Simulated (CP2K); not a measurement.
Runs of CP2K 2026.2 on GaP. Symmetry: F-43m, No. 216, cubic system. Conventional cell: a = 5.451 Å, b = 5.451 Å, c = 5.451 Å, α = 90.00°, β = 90.00°, γ = 90.00°. Ga (site symmetry -43m) has 4 P at 2.36 Å as nearest neighbours. Around P (site symmetry -43m) lie 4 Ga at 2.36 Å. 

```csv
task,potentials or basis,smearing,EPS_DEFAULT,NGRIDS,ADDED_MOS,points a segment of the path (NPOINTS),bands added on the path,gap on the mesh (eV),pressure (GPa)
band structure,"POTENTIAL_UZH Ga GTH-PBE-q13, P GTH-PBE-q5; ccGRB-D basis",fermi-dirac 0.05 eV,1.0E-9,4,[10],6,4,(a),4.7
single point,"POTENTIAL_UZH Ga GTH-PBE-q13, P GTH-PBE-q5; TZVP-MOLOPT-PBE-GTH basis",gaussian 0.019 eV,1.0E-10,5,[10],-,-,1.66,2.9
band structure,"POTENTIAL_UZH Ga GTH-PBE-q13, P GTH-PBE-q5; DZVP-MOLOPT-PBE-GTH basis",fermi-dirac 0.05 eV,1.0E-9,4,[10],6,4,1.65,3.2
band structure,"GTH_POTENTIALS Ga GTH-PBE-q13, P GTH-PBE-q5; TZVP-MOLOPT-SR-GTH, TZVP-MOLOPT-GTH basis",fermi-dirac 0.05 eV,1.0E-9,4,[10],6,4,1.66,(b)
single point,"POTENTIAL_UZH Ga GTH-PBE-q13, P GTH-PBE-q5; TZVP-MOLOPT-PBE-GTH basis",gaussian 0.024 eV,1.0E-10,4,[10],-,-,1.66,2.9
single point,"POTENTIAL_UZH Ga GTH-PBE-q13, P GTH-PBE-q5; TZVP-MOLOPT-PBE-GTH basis",gaussian 0.026 eV,1.0E-10,4,[10],-,-,1.66,2.9
single point,"POTENTIAL_UZH Ga GTH-PBE-q13, P GTH-PBE-q5; TZVP-MOLOPT-PBE-GTH basis",gaussian 0.028 eV,1.0E-10,4,[10],-,-,1.66,2.9
band structure,"GTH_POTENTIALS Ga GTH-PBE-q13, P GTH-PBE-q5; SZV-MOLOPT-SR-GTH basis",fermi-dirac 0.05 eV,1.0E-9,4,[4],6,4,(c),7.0
single point,"POTENTIAL_UZH Ga GTH-PBE-q13, P GTH-PBE-q5; TZVP-MOLOPT-PBE-GTH basis",gaussian 0.02 eV,1.0E-10,5,[10],-,-,1.66,2.9
single point,"POTENTIAL_UZH Ga GTH-PBE-q13, P GTH-PBE-q5; TZVP-MOLOPT-PBE-GTH basis",gaussian 0.022 eV,1.0E-10,4,[10],-,-,1.66,2.9
band structure,"GTH_POTENTIALS Ga GTH-PBE-q13, P GTH-PBE-q5; DZVP-MOLOPT-SR-GTH basis",fermi-dirac 0.05 eV,1.0E-9,4,[10],6,4,1.66,3.0
band structure,"POTENTIAL_UZH Ga GTH-PBE-q13, P GTH-PBE-q5; TZVP-MOLOPT-PBE-GTH basis",fermi-dirac 0.05 eV,1.0E-9,4,[10],6,4,1.66,2.9
```

Alike in all rows: level PBE; no spin polarisation; cell as given; k mesh 8 × 8 × 8.

Task: Estimate the missing entries.

Result: (a) 1.82; (b) 2.8; (c) 2.17.

Caveats: the basis of atomic orbitals isn't converged, which shifts pressures, moduli and gaps; a minimal basis gives rough bond lengths, pressures and levels (some runs).

A k mesh can miss the band edges, and the runs leave out spin-orbit coupling on Ga.
